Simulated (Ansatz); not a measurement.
Computed with DFT PBE, scalar-relativistic, plane waves, PAW (Ansatz 0.2.0). Settings: cutoff 420 eV, Γ-centred meshes spaced at most about 0.3 Å⁻¹, and about 0.25 Å⁻¹ or finer for metals (2π included), Gaussian smearing. No spin polarisation.

Each guess is relaxed in cell and atoms at zero pressure, on a coarse mesh first where it starts far from rest and then on a converged one. The steps can't lower the symmetry of the start, but it can rise. Energies are static (0 K, no zero-point motion).

Two unrelaxed guesses for Zr4B:

Guess 1.

```yaml
crystal:
  lattice:
    - [3.66409, 0.00000, 0.00000]
    - [-1.83204, 3.17319, 0.00000]
    - [0.00000, 0.00000, 6.57125]
  atoms:
    - { symbol: Zr, position: [0.00000, 0.00000, 0.82442] }
    - { symbol: Zr, position: [0.00000, 0.00000, 0.17558] }
    - { symbol: Zr, position: [0.33333, 0.66667, 0.00000] }
    - { symbol: Zr, position: [0.66667, 0.33333, 0.00000] }
    - { symbol: B, position: [0.00000, 0.00000, 0.50000] }
```

Guess 2.

```yaml
crystal:
  lattice:
    - [4.19454, 0.00000, 0.00000]
    - [0.00000, 4.19454, 0.00000]
    - [0.00000, 0.00000, 4.19454]
  atoms:
    - { symbol: Zr, position: [0.50000, 0.00000, 0.00000] }
    - { symbol: Zr, position: [0.00000, 0.50000, 0.00000] }
    - { symbol: Zr, position: [0.00000, 0.00000, 0.50000] }
    - { symbol: Zr, position: [0.50000, 0.50000, 0.50000] }
    - { symbol: B, position: [0.00000, 0.00000, 0.00000] }
```

Question: Do they relax into the same structure? If not, which is lower?

Answer: No. Guess 2 ends lower, by 1.34 eV/atom. Guess 1: P6/mmm at 15.3 Å³/atom → P6/mmm at 32.0 Å³/atom; Guess 2: Pm-3m at 14.8 Å³/atom → Pm-3m at 20.8 Å³/atom. Counting Zr atoms around B (those within 1.25 times the shortest such distance or 1.15 times the sum of covalent radii), the end of guess 1 has B 2 and the end of guess 2 has B 6. End of guess 1. Conventional cell: a = 4.885 Å, c = 7.731 Å. Around Zr on a site of symmetry 6mm lie 1 B at 2.38 Å, 1 Zr at 2.96 Å and 6 Zr at 3.19 Å; around Zr on a site of symmetry -6m2 lie 3 Zr at 2.82 Å and 6 Zr at 3.19 Å; around B lie 2 Zr at 2.38 Å. End of guess 2. Conventional cell: a = 4.704 Å. Around Zr on a site of symmetry 4/mmm lie 2 B at 2.35 Å and 12 Zr at 3.33 Å; Zr on a site of symmetry m-3m is surrounded by 12 Zr at 3.33 Å; B is surrounded by 6 Zr at 2.35 Å.

Ends held by symmetry can be saddle points. Neither end is the lowest form computed: that has space group P-3m1 (No. 164) and lies 107 meV/atom below the better end. Some structure types and database cells were kept out of the candidates from the start, so a known form may be missing.
